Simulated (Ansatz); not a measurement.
# PbS: the cost of one run

Computed with Ansatz 0.2.0 (DFT LDA, scalar-relativistic, plane waves, PAW, and further levels as typed in the inputs, unless a step's input says otherwise).

## 1. The starting structure

It takes space group Fm-3m (No. 225, cubic). Conventional cell: a = 5.910 Å, b = 5.910 Å, c = 5.910 Å, α = 90.00°, β = 90.00°, γ = 90.00°. Pb (site symmetry m-3m) has 6 S at 2.96 Å as nearest neighbours. S (site symmetry m-3m) is surrounded by 6 Pb at 2.96 Å.

Structure file:

```xyz
2
Lattice="0.0000 2.9550 2.9550 2.9550 0.0000 2.9550 2.9550 2.9550 0.0000" Properties=species:S:1:pos:R:3 pbc="T T T"
Pb    0.0000    0.0000    0.0000
S     2.9550    2.9550    2.9550
```

## 2. Relaxing cell and atoms: PbS, no spin

File input.yaml:

```yaml
crystal:
  lattice:
    - [0.0, 2.955, 2.955]
    - [2.955, 0.0, 2.955]
    - [2.955, 2.955, 0.0]
  atoms:
    - { symbol: Pb, position: [0.0, 0.0, 0.0] }
    - { symbol: S, position: [0.5, 0.5, 0.5] }
scf:
  occupations: { method: gaussian, width: 0.01 }
output:
  forces: true
  stress: true
  eigenvalues: true
  write_density: true
  write_potential: true
  elf: true
  volumetric_format: npy
hamiltonian:
  xc: lda
relax:
  f_tol: 0.005
  max_steps: 60
  cell: { stress_tol: 0.03 }
kpoints:
  mp_grid: { grid: [10, 10, 10] }
```

Run with:

```sh
$ ansatz run input.yaml --threads 8 --pin off --max-ram 24576MiB --backend cpu --events-out ev --progress --plain --runs-dir out
```

**Question.** How long does this run take on 8 threads of Intel Xeon Platinum 8259CL at 2.50GHz (Skylake/Cascade Lake), shared host, and how much memory does it need?

About 3.1 s, with a peak of 0.46 GiB.
